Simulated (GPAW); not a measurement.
**GaN (P6_3mc): G0W0 on several meshes in GPAW**

Aim: the GW shift of GaN (P6_3mc) against the k mesh.

Program: GPAW 26.7.0. Level of theory: PBE and many-body steps on it, plane waves. Results are calculated unless marked as measured.

The database entry behind the starting cell differs from later determinations by our own check (about 0.3 % short, ideal inner coordinate), so it need not match the best structure at ambient conditions.

### Step 1. Set-up

The structure is hexagonal, space group P6_3mc (No. 186). Conventional cell: a = 3.180 Å, b = 3.180 Å, c = 5.166 Å, α = 90.00°, β = 90.00°, γ = 120.00°. Nearest to Ga lie 4 N at 1.94 to 1.95 Å. Nearest to N lie 4 Ga at 1.94 to 1.95 Å. Farther neighbours and most contacts between anions are not listed.

As a file:

```xyz
4
Lattice="3.1800 0.0000 0.0000 -1.5900 2.7540 0.0000 0.0000 0.0000 5.1660" Properties=species:S:1:pos:R:3 pbc="T T T"
Ga    0.0000    1.8360    0.0000
Ga    1.5900    0.9180    2.5830
N     0.0000    1.8360    1.9373
N     1.5900    0.9180    4.5203
```

The cell and positions come from the Crystallography Open Database and are kept as given unless a step says otherwise.

### Step 2. Empty states on the mesh, 6×6×4 mesh, 416 bands

This step: GPAW 26.7.0; DFT, PBE, plane waves, PAW.

The sums over transitions need many empty states on a uniform mesh; this step solves for them.

run.py

```python
import json
import numpy as np
from gpaw.mpi import world
from gpaw import GPAW

calc = GPAW('gs.gpw').fixed_density(kpts={'size': (6, 6, 4), 'gamma': True},
    parallel={'domain': 1, 'band': 1},
    txt='nscf.txt')
calc.diagonalize_full_hamiltonian(nbands=416)
calc.write('full.gpw', mode='all')
res = {}
kpts = calc.get_ibz_k_points()
res['kpts'] = kpts
res['eigenvalues'] = [calc.get_eigenvalues(kpt=k) for k in range(len(kpts))]
res['n_electrons'] = calc.get_number_of_electrons()

if world.rank == 0:
    with open('result.json', 'w') as f:
        json.dump(res, f, default=lambda x: x.tolist())
```

Run with:

```console
> mpirun -n 4 gpaw python run.py
```

Numbers of over 12 decimals in the logs are rounded to 6 here.

Output:

```text
Diagonalizing LCAO Hamiltonian
Converting LCAO to pw mode
convergence criteria:
- Maximum integral of absolute [eigenst]ate change: 4e-08 eV^2 / valence electron
maximum number of iterations: 100

SCF iterations
|iter     |     time |      energy | eigst |  dens |
|iter:   1|  |             | +0.74 |       |
|iter:   2|  |             | -0.92 |       |
|iter:   3|  |             | -2.01 |       |
[...]
|iter:   7|  |             | -6.37 |       |
|iter:   8|  |             | -7.24 |       |
|iter:   9|  |             | -8.07c|       |
SCF steps: 9
  __  _  _
 | _ |_)|_||  |
 |__||  | ||/\| - 26.7.0

Input parameters:
  mode=PW(ecut=600.0),
  convergence={'density': 1e-06, 'bands': -3},
  gpts=array([18, 18, 30]),
  kpts=MonkhorstPack(size=(6, 6, 4), gamma=True),
  maxiter=100,
  nbands=16,
  occupations=Occupations(name='fermi-dirac', width=0.001, fixmagmom=False),
  parallel={'domain': 1, 'band': 1},
  xc=XC(name='PBE')
Matrix size: 1521x1521
# Writing to full.gpw (mode='all')
  [... matrices ...]

timing:  # [seconds]
  Total: 29.848  # ━━━━━━━━━━━━━━━━━━━━━━━━━━━━━━━━━━━━━━━━━━━━━━━━━━━━━━━━━━
```

Wall time 35 s (4 MPI ranks of Arm Neoverse V1, shared host); peak memory 1.6 GiB.

Numbers from this step:

```
gap                                                           : 2.050 eV
k of the valence top                                          : 0, 0, 0
k of the conduction bottom                                    : 0, 0, 0
least direct gap                                              : 2.050 eV
k points computed                                             : 24
lowest point of the top converged band, above the valence top : 233.1297 eV
```

On this mesh the gap is 2.050 eV.

### Step 3. 6×6×4

Now the one-shot GW correction: screening in the RPA, then the self-energy of the levels asked for.

This step: G0W0 on PBE, plane waves, PAW.

run.py

```python
import json
import numpy as np
from gpaw.mpi import world
from gpaw.response.g0w0 import G0W0

gw = G0W0('full.gpw',
    filename='gw',
    kpts=[0],
    bands=(6, 10),
    ecut=150,
    nbands=188,
    integrate_gamma='WS',
    ppa=True)
gw.calculate()
res = {mode: {k: v for k, v in r.items() if k != 'sigma_eskwn'}
       for mode, r in gw.all_results.items()}

if world.rank == 0:
    with open('result.json', 'w') as f:
        json.dump(res, f, default=lambda x: x.tolist())
```

Run with:

```console
> mpirun -n 4 gpaw python run.py
```

Output:

```text
Using integrator: PointIntegrator
FrequencyGridDescriptor(from 0.000+0.000j to 0.000+27.211j eV, 2 points)
Nonperiodic BCs:  [False False False]
Using integrator: PointIntegrator
FrequencyGridDescriptor(from 0.000+0.000j to 0.000+27.211j eV, 2 points)
Nonperiodic BCs:  [False False False]
  ___  _ _ _
 |   || | | |
 | | || | | |
 |__ ||_____|
 |___|

BZ k-points: Symmetries present (total): 6

  [... matrices ...]
144 k-points: 6 x 6 x 4 Monkhorst-Pack grid + [1/12,1/12,1/8]
24 k-points in the irreducible part of the Brillouin zone
       k-points in crystal coordinates                weights
   0:     0.00000000    0.00000000    0.00000000          1/144
   1:     0.00000000    0.00000000    0.25000000          2/144
   2:     0.00000000    0.00000000    0.50000000          1/144
   3:     0.16666667    0.00000000   -0.25000000          6/144
   4:     0.16666667    0.00000000    0.00000000          6/144
   5:     0.16666667    0.00000000    0.25000000          6/144
   6:     0.16666667    0.00000000    0.50000000          6/144
   7:     0.33333333   -0.16666667    0.00000000          6/144
   8:     0.33333333   -0.16666667    0.25000000         12/144
   9:     0.33333333   -0.16666667    0.50000000          6/144
          ...
  23:     0.50000000    0.50000000    0.50000000          3/144

Distributing spins, k-points and bands (1 x 1 x 4) over 4 processes
Number of blocks: 1

Quasi particle states:
k-points (IBZ indices): [0]
Band range: (6, 10)
  [... matrices ...]
Computational parameters:
Plane wave cut-off: 150 eV
Number of bands: 188
Coulomb cutoff: None
Broadening: 0.1 eV

fxc modes: GW
Kernel: RPA
Using Godby-Needs plasmon-pole approximation:
  Fitting energy: i*E0, E0 = 1.000 Hartree
Summing all q:

Calculating screened Coulomb potential
No Coulomb truncation
FrequencyGridDescriptor(from 0.000+0.000j to 0.000+27.211j eV, 2 points)
Removing empty qpoint cache files...

Calculating chi0 body with:
    Ground state adapter containing:
    Number of spins: 1
    Number of kpoints: 144
    Number of irreducible kpoints: 24
    Number of completely occupied states: 8
    Number of partially occupied states: 8
    Occupied states memory: 1.1865234375 M / cpu

    Linear response parametrization:
    q_c: [1.3877787807814457e-17, 1.3877787807814457e-17, 0.0]
    Number of frequency points: 2
    Planewave cutoff: 150.0
    Number of bands: 188
    Number of planewaves: 197
    Broadening (eta): 1e-06
    comm.size: 4
    kncomm.size: 4
    blockcomm.size: 1

    Memory estimate of potentially large arrays:
        chi0_wGG: 1.184357 M / cpu
Integrating chi0 body.

Symmetries of q_c:
    Direct symmetries (Uq -> q): 6
    Indirect symmetries (TUq -> q): 6
In total 12 allowed symmetries.

  [... matrices ...]
24 groups of equivalent kpoints. 83.333333% reduction.

Integral kind: response function
Integrating chi0 head and wings.

Symmetries of q_c:
    Direct symmetries (Uq -> q): 6
    Indirect symmetries (TUq -> q): 6
In total 12 allowed symmetries.

  [... matrices ...]
24 groups of equivalent kpoints. 83.333333% reduction.

Integral kind: response function wings

Calculating chi0 body with:
    Ground state adapter containing:
    Number of spins: 1
    Number of kpoints: 144
    Number of irreducible kpoints: 24
    Number of completely occupied states: 8
    Number of partially occupied states: 8
[... the further q-points ...]

Results:
f:      Occupation numbers
eps:     KS-eigenvalues [eV]
vxc:     KS vxc [eV]
exx:     Exact exchange [eV]
sigma:   Self-energies [eV]
dsigma:  Self-energy derivatives
Z:       Renormalization factors
qp:      QP-energies [eV]

k-point 0 (0): (0.000, 0.000, 0.000)                GW
band       f     eps     vxc     exx   sigma  dsigma       Z      qp
                                                                   GW
   6   1.000   6.574 -19.044 -22.397   2.589  -0.277   0.783   5.975
   7   1.000   6.574 -19.044 -22.397   2.589  -0.277   0.783   5.975
   8   0.000   8.624 -15.767 -11.504  -3.188  -0.226   0.815   9.501
   9   0.000  10.965 -15.203 -10.099  -3.860  -0.213   0.825  11.990
```

Elapsed: 3.7 min, on 4 MPI ranks; peak memory 1.2 GiB.

Numbers from this step:

```yaml
g0w0_gap_on_the_points_computed: 3.525 eV
least_direct_g0w0_gap_on_the_computed_points: 3.525 eV
z_at_the_valence_top: 0.7832
z_at_the_conduction_bottom: 0.8153
starting_gap_on_the_mesh: 2.050 eV
k_of_the_valence_top: 0, 0, 0
k_of_the_conduction_bottom: 0, 0, 0
```

The gap on the mesh goes from 2.05 eV to 3.53 eV, a correction of +1.48 eV.

### Step 4. Empty states on the mesh, 3×3×2 mesh, 198 bands

This step: DFT, PBE, plane waves, PAW.

run.py

```python
import json
import numpy as np
from gpaw.mpi import world
from gpaw import GPAW

calc = GPAW('gs.gpw').fixed_density(kpts={'size': (3, 3, 2), 'gamma': True},
    parallel={'domain': 1, 'band': 1},
    txt='nscf.txt')
calc.diagonalize_full_hamiltonian(nbands=198)
calc.write('full.gpw', mode='all')
res = {}
kpts = calc.get_ibz_k_points()
res['kpts'] = kpts
res['eigenvalues'] = [calc.get_eigenvalues(kpt=k) for k in range(len(kpts))]
res['n_electrons'] = calc.get_number_of_electrons()

if world.rank == 0:
    with open('result.json', 'w') as f:
        json.dump(res, f, default=lambda x: x.tolist())
```

Run with:

```console
> mpirun -n 4 gpaw python run.py
```

Output:

```text
Diagonalizing LCAO Hamiltonian
Converting LCAO to pw mode
convergence criteria:
- Maximum integral of absolute [eigenst]ate change: 4e-08 eV^2 / valence electron
maximum number of iterations: 100

SCF iterations
|iter     |     time |      energy | eigst |  dens |
|iter:   1|  |             | +0.75 |       |
|iter:   2|  |             | -0.97 |       |
|iter:   3|  |             | -2.10 |       |
[...]
|iter:   7|  |             | -6.28 |       |
|iter:   8|  |             | -7.19 |       |
|iter:   9|  |             | -7.91c|       |
SCF steps: 9
  __  _  _
 | _ |_)|_||  |
 |__||  | ||/\| - 26.7.0

Input parameters:
  mode=PW(ecut=600.0),
  convergence={'density': 1e-06, 'bands': -3},
  gpts=array([18, 18, 30]),
  kpts=MonkhorstPack(size=(3, 3, 2), gamma=True),
  maxiter=100,
  nbands=16,
  occupations=Occupations(name='fermi-dirac', width=0.001, fixmagmom=False),
  parallel={'domain': 1, 'band': 1},
  xc=XC(name='PBE')
Matrix size: 1521x1521
# Writing to full.gpw (mode='all')
  [... matrices ...]

timing:  # [seconds]
  Total: 7.460  # ━━━━━━━━━━━━━━━━━━━━━━━━━━━━━━━━━━━━━━━━━━━━━━━━━━━━━━━━━━━
```

Wall time 11 s (4 MPI ranks); peak memory 1.2 GiB.

This step gave:

- gap: 2.050 eV
- k of the valence top: 0, 0, 0
- k of the conduction bottom: 0, 0, 0
- least direct gap: 2.050 eV
- k points computed: 6
- lowest point of the top converged band, above the valence top: 136.2501 eV

On this mesh the gap is 2.050 eV.

### Step 5. 3×3×2

This step: G0W0 on PBE, plane waves, PAW.

run.py

```python
import json
import numpy as np
from gpaw.mpi import world
from gpaw.response.g0w0 import G0W0

gw = G0W0('full.gpw',
    filename='gw',
    kpts=[0],
    bands=(6, 10),
    ecut=150,
    nbands=188,
    integrate_gamma='WS',
    ppa=True)
gw.calculate()
res = {mode: {k: v for k, v in r.items() if k != 'sigma_eskwn'}
       for mode, r in gw.all_results.items()}

if world.rank == 0:
    with open('result.json', 'w') as f:
        json.dump(res, f, default=lambda x: x.tolist())
```

Run with:

```console
> mpirun -n 4 gpaw python run.py
```

Output:

```text
Using integrator: PointIntegrator
FrequencyGridDescriptor(from 0.000+0.000j to 0.000+27.211j eV, 2 points)
Nonperiodic BCs:  [False False False]
Using integrator: PointIntegrator
FrequencyGridDescriptor(from 0.000+0.000j to 0.000+27.211j eV, 2 points)
Nonperiodic BCs:  [False False False]
  ___  _ _ _
 |   || | | |
 | | || | | |
 |__ ||_____|
 |___|

BZ k-points: Symmetries present (total): 6

  [... matrices ...]
18 k-points: 3 x 3 x 2 Monkhorst-Pack grid + [0.000000,0.000000,1/4]
6 k-points in the irreducible part of the Brillouin zone
       k-points in crystal coordinates                weights
   0:     0.00000000    0.00000000    0.00000000          1/18
   1:     0.00000000    0.00000000    0.50000000          1/18
   2:     0.33333333    0.00000000    0.00000000          6/18
   3:     0.33333333    0.00000000    0.50000000          6/18
   4:     0.33333333    0.33333333    0.00000000          2/18
   5:     0.33333333    0.33333333    0.50000000          2/18

Distributing spins, k-points and bands (1 x 1 x 4) over 4 processes
Number of blocks: 1

Quasi particle states:
k-points (IBZ indices): [0]
Band range: (6, 10)
  [... matrices ...]
Computational parameters:
Plane wave cut-off: 150 eV
Number of bands: 188
Coulomb cutoff: None
Broadening: 0.1 eV

fxc modes: GW
Kernel: RPA
Using Godby-Needs plasmon-pole approximation:
  Fitting energy: i*E0, E0 = 1.000 Hartree
Summing all q:

Calculating screened Coulomb potential
No Coulomb truncation
FrequencyGridDescriptor(from 0.000+0.000j to 0.000+27.211j eV, 2 points)
Removing empty qpoint cache files...

Calculating chi0 body with:
    Ground state adapter containing:
    Number of spins: 1
    Number of kpoints: 18
    Number of irreducible kpoints: 6
    Number of completely occupied states: 8
    Number of partially occupied states: 8
    Occupied states memory: 1.1865234375 M / cpu

    Linear response parametrization:
    q_c: [0.0, 0.0, 0.0]
    Number of frequency points: 2
    Planewave cutoff: 150.0
    Number of bands: 188
    Number of planewaves: 197
    Broadening (eta): 1e-06
    comm.size: 4
    kncomm.size: 4
    blockcomm.size: 1

    Memory estimate of potentially large arrays:
        chi0_wGG: 1.184357 M / cpu
Integrating chi0 body.

Symmetries of q_c:
    Direct symmetries (Uq -> q): 6
    Indirect symmetries (TUq -> q): 6
In total 12 allowed symmetries.

  [... matrices ...]
6 groups of equivalent kpoints. 66.666667% reduction.

Integral kind: response function
Integrating chi0 head and wings.

Symmetries of q_c:
    Direct symmetries (Uq -> q): 6
    Indirect symmetries (TUq -> q): 6
In total 12 allowed symmetries.

  [... matrices ...]
6 groups of equivalent kpoints. 66.666667% reduction.

Integral kind: response function wings

Calculating chi0 body with:
    Ground state adapter containing:
    Number of spins: 1
    Number of kpoints: 18
    Number of irreducible kpoints: 6
    Number of completely occupied states: 8
    Number of partially occupied states: 8
    Occupied states memory: 1.1865234375 M / cpu

[... the further q-points ...]

Results:
f:      Occupation numbers
eps:     KS-eigenvalues [eV]
vxc:     KS vxc [eV]
exx:     Exact exchange [eV]
sigma:   Self-energies [eV]
dsigma:  Self-energy derivatives
Z:       Renormalization factors
qp:      QP-energies [eV]

k-point 0 (0): (0.000, 0.000, 0.000)                GW
band       f     eps     vxc     exx   sigma  dsigma       Z      qp
                                                                   GW
   6   1.000   6.574 -19.044 -22.773   2.973  -0.285   0.778   5.986
   7   1.000   6.574 -19.044 -22.773   2.973  -0.285   0.778   5.986
   8   0.000   8.624 -15.767 -11.027  -3.681  -0.237   0.808   9.480
   9   0.000  10.965 -15.203  -9.783  -4.196  -0.223   0.818  11.965
```

The job ended after 15 s (4 MPI ranks; peak memory 1.1 GiB).

Numbers from this step:

```
G0W0 gap on the points computed              : 3.495 eV
least direct G0W0 gap on the computed points : 3.495 eV
Z at the valence top                         : 0.7780
Z at the conduction bottom                   : 0.8083
starting gap on the mesh                     : 2.050 eV
k of the valence top                         : 0, 0, 0
k of the conduction bottom                   : 0, 0, 0
```

Against G0W0 in GPAW (6×6×4 mesh, 188 bands, screening to 150 eV, Godby-Needs plasmon pole), the gap moves by −0.031 eV.

### Step 6. Side by side

Times are wall times on 4 MPI ranks of Arm Neoverse V1, shared host, good to a factor of about two.

| run | mesh | bands | screening cutoff (eV) | DFT gap (eV) | gap on the mesh (eV) | direct (eV) | time |
| --- | --- | --- | --- | --- | --- | --- | --- |
| 6×6×4 | 6×6×4 | 188 | 150 | 2.050 | 3.525 | 3.525 | 3.7 min |
| 3×3×2 | 3×3×2 | 188 | 150 | 2.050 | 3.495 | 3.495 | 15 s |

### Step 7. Outcome

* 6×6×4: 3.525 eV
* 3×3×2: 3.495 eV
* known limits: not at the basis limit; no spin-orbit coupling; coarse k mesh

**Reading.** 3×3×2: −0.031 eV against 6×6×4. Bands and cutoff are finite, so the gap is not at the basis limit. The miss can reach some tenths of an eV and take either sign; the mesh is an error of its own. These stock PAW sets were not made for GW; the filled d or f shell of Ga lies in the frozen core, which bears on start and correction. In the G0W0 runs levels were corrected at 1 k point alone, so a gap called «on the mesh» is the least over those, and an edge elsewhere would be missed. The many-body steps are scalar-relativistic: spin-orbit coupling is not in them.

[Paths, hosts, dates, memory and timing lines, banners, echoed tables and standing remarks are left out of the program output.]

[Logs are printed without paths, hosts, clocks, repeated set-up lines and the standing remarks that a program may print on its own settings, such as how far it seeks lower states.]

[Runs of the session that timed out or met a known fault of the program may be left out.]

[Hosts, paths, dates, database ids (printed as entryN), source tags and the programs' standing remarks are cut or masked in the printed files.]
